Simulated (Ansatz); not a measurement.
# Li (Im-3m) in Ansatz: notebook

One crystal, Li, is run at these levels: PBE; tasks: single point, relaxation of cell and atoms.

Everything below comes from runs of Ansatz 0.2.0. Logs are shortened: lines on timing, memory, paths and dates and some standing lists are left out, and cuts for length are marked.

## Step 1: Starting point

The structure is cubic, space group Im-3m (No. 229). The conventional cell has a = 3.509 Å, b = 3.509 Å, c = 3.509 Å, α = 90.00°, β = 90.00°, γ = 90.00°. Li (site symmetry m-3m) has 8 Li at 3.04 Å as nearest neighbours.

## Step 2: Single point, PBE

The input, input.yaml:

```yaml
crystal:
  lattice:
    - [-1.75465, 1.75465, 1.75465]
    - [1.75465, -1.75465, 1.75465]
    - [1.75465, 1.75465, -1.75465]
  atoms:
    - { symbol: Li, position: [0.0, 0.0, 0.0] }
hamiltonian:
  xc: pbe
  pseudopotentials: { kind: paw }
kpoints:
  mp_grid: { grid: [11, 11, 11] }
scf:
  occupations: { method: gaussian, width: 0.015 }
output:
  forces: true
  stress: true
  eigenvalues: true
```

Potentials or basis: Ansatz PAW.

Run with:

```console
ansatz run input.yaml --threads 2 --pin off --max-ram 5632MiB --backend cpu --events-out ev --progress --plain --runs-dir out
```

Log:

```text
Warning: RAYON_NUM_THREADS=2 ignored (pool sized by the plan → 2); use --threads N
Engine: ansatz 0.2.0, x86_64-unknown-linux-gnu
Pseudopotentials: kind: paw
Pseudopotential: Li, paw, valence charge 3, recommended cutoff 420 eV (normal), Li.paw.azcp
Functional definition: PBE
  parameter kappa = 0.804
  parameter beta = 0.06672455060314922
  exchange = pbe_x(kappa = kappa, mu = beta*pi^2/3)
  correlation = pbe_c(beta = beta)
Crystal: 1 atoms, lattice volume = 21.609 Å³
Basis set: ecut = 420 eV, 429 PW (Γ), exchange–correlation on 48×48×48 points (8 copies of the dense FFT grid, shifted against one another)
Bands: 6, of which v1, the nominal top of the filled ones, is band 2 counted from 1 (1 counted from 0)
Symmetry: 48 space group operations
Space group: Im-3m (ITA 229), of the structure as read, at distance tolerance 2.8e-5 Å
k-points: 56 of 1331
Non-local potential: Li, projectors of the file, l = 0: 3, l = 1: 2, l = 2: 1
PAW form: soft (Blöchl's): semilocal exchange-correlation on the pseudo side does not see the compensation charge
PAW one-centre angular grid: Li, 110 points (default); XC on 64 Gauss nodes
Initial density: superposition of atomic densities (neutral atoms: chi_scale 0, normalization atom), corrected by the library's trained network
Initial wavefunctions: pseudopotential atomic-orbital guess
Functional: x = pbe(κ = 0.804, μ = 0.2195149727645171), c = pbe(β = 0.06672455060314922)
SCF iter   1: F=—  HF=-204.685704 eV  |F-HF|=—  |Δ(HF+E_count)|=         —  Δρ=1.62e-4  dr2=4.46e-6  ethr=1.77e-3  ⟨swp⟩=5.0  Hψ=2739  notcnv=0
preconditioner: auto → none  [insulator: Δε(μ)=0.045 eV  Ē_g=10.245 eV  σ=0.015 eV  W_gap=0.80  n_scr=0 (ndim 8)  ℏωp=8.0 eV  f_vac=0.000  D(μ)=1.89/eV (n_scr^D=18)  ε∞_Penn≈1.6]
SCF iter   2: F=—  HF=-204.685708 eV  |F-HF|=—  |Δ(HF+E_count)|=   3.57e-6  Δρ=8.49e-5  dr2=1.20e-6  ethr=1.49e-7  ⟨swp⟩=2.8  Hψ=938  notcnv=0  defer=9
iter 3 did not close the SCF: its close was put off for the readings that it lacked (scf_convergence_deferred on its scf_iter line)
SCF iter   3: F=-204.685710 eV  HF=-204.685710 eV  |F-HF|=2.42e-9  |Δ(HF+E_count)|=   1.95e-6  Δρ=4.48e-6  dr2=1.91e-9  ethr=4.00e-8  ⟨swp⟩=2.0  Hψ=365  notcnv=0  defer=9
iter 4 did not close the SCF: its close was put off for the readings that it lacked (scf_convergence_deferred on its scf_iter line)
SCF iter   4: F=-204.685710 eV  HF=-204.685710 eV  |F-HF|=2.54e-10  |Δ(HF+E_count)|=   2.00e-9  Δρ=8.08e-7  dr2=7.19e-11  ethr=6.35e-11  ⟨swp⟩=2.0  Hψ=393  notcnv=0  defer=9
iter 5 did not close the SCF: its close was put off for the readings that it lacked (scf_convergence_deferred on its scf_iter line)
SCF iter   5: F=-204.685710 eV  HF=-204.685710 eV  |F-HF|=1.71e-13  |Δ(HF+E_count)|=  2.65e-10  Δρ=9.01e-8  dr2=1.19e-12  ethr=2.40e-12  ⟨swp⟩=1.6  Hψ=345  notcnv=0  defer=9
SCF iter   6: F=-204.685710 eV  HF=-204.685710 eV  |F-HF|=2.84e-14  |Δ(HF+E_count)|=  3.69e-13  Δρ=8.23e-9  dr2=1.01e-14  ethr=1.00e-12  ⟨swp⟩=2.0  Hψ=1087  notcnv=0
SCF 1 converged in 6 iterations: F = -204.685710 eV  dr2 = 1.01e-14
SCF converged after 6 iterations
Free energy (F): -204.685710 eV
Harris-Foulkes:  -204.685710 eV  (|F-HF|=2.84e-14)
Internal energy: -204.685497 eV  (E = F + TS)
E sigma→0 (E₀):  -204.685603 eV
Entropy (-TS):   -0.000213 eV (-0.213 meV/atom)
Fermi energy:    0.807866 eV
--- Per-component energies (eV) ---
  E_band       = -92.109294
  E_kinetic    = 20.981066
  E_local      = -134.098932  (includes V_loc(G=0)·N_el)
  E_nonlocal   = -33.270592
  E_hartree    = 39.869265
  E_xc         = -9.965709
  E_vxc        = -12.824963  (∫ρ·V_xc dr)
  E_paw        = -21.003010  (= ΣΔE_a)
  E_vpaw       = -12.634415  (= ΣTr[D̂ρ^β])
  E_aug_tail   = 0.000010  (compensation charges beyond the density's cutoff)
  E_ewald      = -67.197595
  E_smearing   = -0.000213  (= −TS)
  E_closure    = -0.000000  (closes the sum)
  Σ components = -204.685710   (vs F -204.685710, Δ=0.00e0)
--- Forces (eV/Å), atoms counted from 1 ---
  atom   1  Li     0.00000000     0.00000000    -0.00000000
  max |Σ_I F_I| component: 7.70e-33 eV/Å
--- Stress (GPa, compression-positive) ---
       -0.805050      -0.000000       0.000000
       -0.000000      -0.805050       0.000000
        0.000000      -0.000000      -0.805050
  P = ⅓ Tr σ = -0.8051 GPa (-8.051 kbar)
--- Band table (eV; the first three rows and the last of 56) ---
  k-point 0: bands = ["-45.8003", "-2.6643", "14.7741", "14.7741", "14.7741", "19.4122"]
  k-point 1: bands = ["-45.7991", "-2.5111", "13.7612", "14.0952", "14.5207", "17.7558"]
  k-point 2: bands = ["-45.7959", "-2.0514", "11.2223", "12.9111", "13.8652", "16.3707"]
  k-point 55: bands = ["-45.7753", "5.1686", "6.2172", "6.2172", "8.4218", "9.3997"]
```

Wall time 0.6 s (2 threads of Intel Xeon at 2.70GHz, shared host); peak memory 0.27 GiB.

What came out:

- Free energy: -204.6857 eV
- Pressure: -0.8 GPa
- Band gap on the k mesh: none (metal or under the smearing width)

## Step 3: Single point, PBE

Changes to input.yaml since step 2:

```diff
@@ -13,3 +13,3 @@
 scf:
-  occupations: { method: gaussian, width: 0.015 }
+  occupations: { method: gaussian, width: 0.016 }
 output:
```

Potentials or basis: Ansatz PAW.

Run with:

```console
ansatz run input.yaml --threads 2 --pin off --max-ram 5632MiB --backend cpu --events-out ev --progress --plain --runs-dir out
```

Log:

```text
Warning: RAYON_NUM_THREADS=2 ignored (pool sized by the plan → 2); use --threads N
Engine: ansatz 0.2.0, x86_64-unknown-linux-gnu
Pseudopotentials: kind: paw
Pseudopotential: Li, paw, valence charge 3, recommended cutoff 420 eV (normal), Li.paw.azcp
Functional definition: PBE
  parameter kappa = 0.804
  parameter beta = 0.06672455060314922
  exchange = pbe_x(kappa = kappa, mu = beta*pi^2/3)
  correlation = pbe_c(beta = beta)
Crystal: 1 atoms, lattice volume = 21.609 Å³
Basis set: ecut = 420 eV, 429 PW (Γ), exchange–correlation on 48×48×48 points (8 copies of the dense FFT grid, shifted against one another)
Bands: 6, of which v1, the nominal top of the filled ones, is band 2 counted from 1 (1 counted from 0)
Symmetry: 48 space group operations
Space group: Im-3m (ITA 229), of the structure as read, at distance tolerance 2.8e-5 Å
k-points: 56 of 1331
Non-local potential: Li, projectors of the file, l = 0: 3, l = 1: 2, l = 2: 1
PAW form: soft (Blöchl's): semilocal exchange-correlation on the pseudo side does not see the compensation charge
PAW one-centre angular grid: Li, 110 points (default); XC on 64 Gauss nodes
Initial density: superposition of atomic densities (neutral atoms: chi_scale 0, normalization atom), corrected by the library's trained network
Initial wavefunctions: pseudopotential atomic-orbital guess
Functional: x = pbe(κ = 0.804, μ = 0.2195149727645171), c = pbe(β = 0.06672455060314922)
SCF iter   1: F=—  HF=-204.685719 eV  |F-HF|=—  |Δ(HF+E_count)|=         —  Δρ=1.62e-4  dr2=4.46e-6  ethr=1.77e-3  ⟨swp⟩=5.0  Hψ=2739  notcnv=0
preconditioner: auto → none  [insulator: Δε(μ)=0.045 eV  Ē_g=10.245 eV  σ=0.016 eV  W_gap=0.80  n_scr=0 (ndim 8)  ℏωp=8.0 eV  f_vac=0.000  D(μ)=1.78/eV (n_scr^D=18)  ε∞_Penn≈1.6]
SCF iter   2: F=—  HF=-204.685722 eV  |F-HF|=—  |Δ(HF+E_count)|=   3.57e-6  Δρ=8.49e-5  dr2=1.20e-6  ethr=1.49e-7  ⟨swp⟩=2.8  Hψ=930  notcnv=0  defer=8
iter 3 did not close the SCF: its close was put off for the readings that it lacked (scf_convergence_deferred on its scf_iter line)
SCF iter   3: F=-204.685724 eV  HF=-204.685724 eV  |F-HF|=2.42e-9  |Δ(HF+E_count)|=   1.95e-6  Δρ=4.48e-6  dr2=1.91e-9  ethr=4.00e-8  ⟨swp⟩=2.0  Hψ=365  notcnv=0  defer=8
iter 4 did not close the SCF: its close was put off for the readings that it lacked (scf_convergence_deferred on its scf_iter line)
SCF iter   4: F=-204.685724 eV  HF=-204.685724 eV  |F-HF|=2.54e-10  |Δ(HF+E_count)|=   2.01e-9  Δρ=8.08e-7  dr2=7.19e-11  ethr=6.35e-11  ⟨swp⟩=2.0  Hψ=393  notcnv=0  defer=8
iter 5 did not close the SCF: its close was put off for the readings that it lacked (scf_convergence_deferred on its scf_iter line)
SCF iter   5: F=-204.685724 eV  HF=-204.685724 eV  |F-HF|=1.71e-13  |Δ(HF+E_count)|=  2.65e-10  Δρ=9.01e-8  dr2=1.19e-12  ethr=2.40e-12  ⟨swp⟩=1.7  Hψ=346  notcnv=0  defer=8
SCF iter   6: F=-204.685724 eV  HF=-204.685724 eV  |F-HF|=2.84e-14  |Δ(HF+E_count)|=  2.84e-13  Δρ=8.24e-9  dr2=1.01e-14  ethr=1.00e-12  ⟨swp⟩=2.0  Hψ=1087  notcnv=0
SCF 1 converged in 6 iterations: F = -204.685724 eV  dr2 = 1.01e-14
SCF converged after 6 iterations
Free energy (F): -204.685724 eV
Harris-Foulkes:  -204.685724 eV  (|F-HF|=2.84e-14)
Internal energy: -204.685496 eV  (E = F + TS)
E sigma→0 (E₀):  -204.685610 eV
Entropy (-TS):   -0.000228 eV (-0.228 meV/atom)
Fermi energy:    0.808461 eV
--- Per-component energies (eV) ---
  E_band       = -92.109295
  E_kinetic    = 20.981068
  E_local      = -134.098932  (includes V_loc(G=0)·N_el)
  E_nonlocal   = -33.270593
  E_hartree    = 39.869265
  E_xc         = -9.965709
  E_vxc        = -12.824964  (∫ρ·V_xc dr)
  E_paw        = -21.003010  (= ΣΔE_a)
  E_vpaw       = -12.634416  (= ΣTr[D̂ρ^β])
  E_aug_tail   = 0.000010  (compensation charges beyond the density's cutoff)
  E_ewald      = -67.197595
  E_smearing   = -0.000228  (= −TS)
  E_closure    = 0.000000  (closes the sum)
  Σ components = -204.685724   (vs F -204.685724, Δ=0.00e0)
--- Forces (eV/Å), atoms counted from 1 ---
  atom   1  Li     0.00000000     0.00000000    -0.00000000
  max |Σ_I F_I| component: 1.44e-32 eV/Å
--- Stress (GPa, compression-positive) ---
       -0.805065       0.000000      -0.000000
       -0.000000      -0.805065      -0.000000
        0.000000       0.000000      -0.805065
  P = ⅓ Tr σ = -0.8051 GPa (-8.051 kbar)
--- Band table (eV; the first three rows and the last of 56) ---
  k-point 0: bands = ["-45.8003", "-2.6643", "14.7741", "14.7741", "14.7741", "19.4122"]
  k-point 1: bands = ["-45.7991", "-2.5111", "13.7612", "14.0952", "14.5207", "17.7558"]
  k-point 2: bands = ["-45.7959", "-2.0514", "11.2223", "12.9111", "13.8652", "16.3707"]
  k-point 55: bands = ["-45.7753", "5.1686", "6.2172", "6.2172", "8.4218", "9.3997"]
```

It took 0.5 s on 2 threads of Intel Xeon at 2.70GHz, shared host; peak memory 0.27 GiB.

Results:

```yaml
Free_energy: -204.6857 eV
Pressure: -0.8 GPa
Band_gap_on_the_k_mesh: none (metal or under the smearing width)
```

Levels at points of the mesh, in eV from the Fermi level:
| k point | band 1 | band 2 | band 3 | band 4 | band 5 | band 6 |
| --- | --- | --- | --- | --- | --- | --- |
| (0.00, 0.00, 0.00) | -46.61 | -3.47 | 13.97 | 13.97 | 13.97 | 18.60 |

## Step 4: Single point, PBE

Changes to input.yaml since step 3:

```diff
@@ -13,3 +13,3 @@
 scf:
-  occupations: { method: gaussian, width: 0.016 }
+  occupations: { method: gaussian, width: 0.011 }
 output:
```

Run with:

```console
ansatz run input.yaml --threads 2 --pin off --max-ram 5632MiB --backend cpu --events-out ev --progress --plain --runs-dir out
```

Run time: 0.57 s. Hardware: 2 threads of Intel Xeon at 2.70GHz, shared host; peak memory 0.27 GiB.

It converged, with:

```yaml
Free_energy: -204.6857 eV
Pressure: -0.8 GPa
Band_gap_on_the_k_mesh: none (metal or under the smearing width)
```

Levels at points of the mesh, in eV from the Fermi level:
```tsv
k point	band 1	band 2	band 3	band 4
(0.00, 0.00, 0.00)	-46.61	-3.47	13.97	13.97
```

## Step 5: Relaxation of cell and atoms, PBE

Changes to input.yaml since step 4:

```diff
@@ -13,3 +13,3 @@
 scf:
-  occupations: { method: gaussian, width: 0.011 }
+  occupations: { method: fermi_dirac, width: 0.05 }
 output:
@@ -17,2 +17,5 @@
   stress: true
-  eigenvalues: true
+relax:
+  f_tol: 0.01
+  max_steps: 40
+  cell: { stress_tol: 0.05 }
```

Run with:

```console
ansatz run input.yaml --threads 2 --pin off --max-ram 5632MiB --backend cpu --events-out ev --progress --plain --runs-dir out
```

Run time: 1.5 s. Hardware: 2 threads of Intel Xeon at 2.70GHz, shared host; peak memory 0.29 GiB.

The run converged. Its results:

| Property | Result |
| --- | --- |
| Free energy | -204.6919 eV |
| Relaxed volume | 20.17 Å³/atom |
| Relaxed cell | a = 2.970 Å, b = 2.970 Å, c = 2.970 Å, α = 109.47°, β = 109.47°, γ = 109.47° |
| Space group after relaxing (to 0.05 Å) | Im-3m (No. 229) |
| Energy gained by relaxing | 3.7 meV/atom |
| Ionic steps | 4 |
| Pressure after relaxing | 0.0 GPa |

The path:
```
step  energy change (eV)  largest force (eV/Å)  volume (Å³)
   1              0.0000                0.0000        21.61
   2             -0.0025                0.0000        21.01
   3             -0.0037                0.0000        20.17
   4             -0.0037                0.0000        20.17
```

Final structure:
```
Li
1.0
    -1.71493    1.71493    1.71493
     1.71493   -1.71493    1.71493
     1.71493    1.71493   -1.71493
Li
1
Direct
  0.00000 0.00000 0.00000
```

Caveat: the plane-wave basis is chosen anew once the cell has moved, so the energies of steps on either side of that aren't comparable.

## Step 6: The runs side by side

| task | cell | smearing | gap on the mesh (eV) | pressure (GPa) |
| --- | --- | --- | --- | --- |
| single point | as given | gaussian 0.015 eV | none | -0.8 |
| single point | as given | gaussian 0.016 eV | none | -0.8 |
| single point | as given | gaussian 0.011 eV | none | -0.8 |
| relaxation of cell and atoms | relaxed | fermi-dirac 0.05 eV | - | 0.0 |

Alike in all rows: level PBE; potentials or basis Ansatz PAW; no spin polarisation; k mesh 11 × 11 × 11; cutoff (eV) 420.

Every run on the cell as given and a fine mesh finds a metal.

Caveats: the plane-wave basis is chosen anew once the cell has moved, so the energies of steps on either side of that aren't comparable (some runs).

Absolute energies hang on the potentials; compare differences alone.

## Step 7: Against experiment

Step 5. The cell as given is a measured one (21.61 Å³/atom); PBE puts the equilibrium volume -6.6 % from it, thermal expansion not counted.
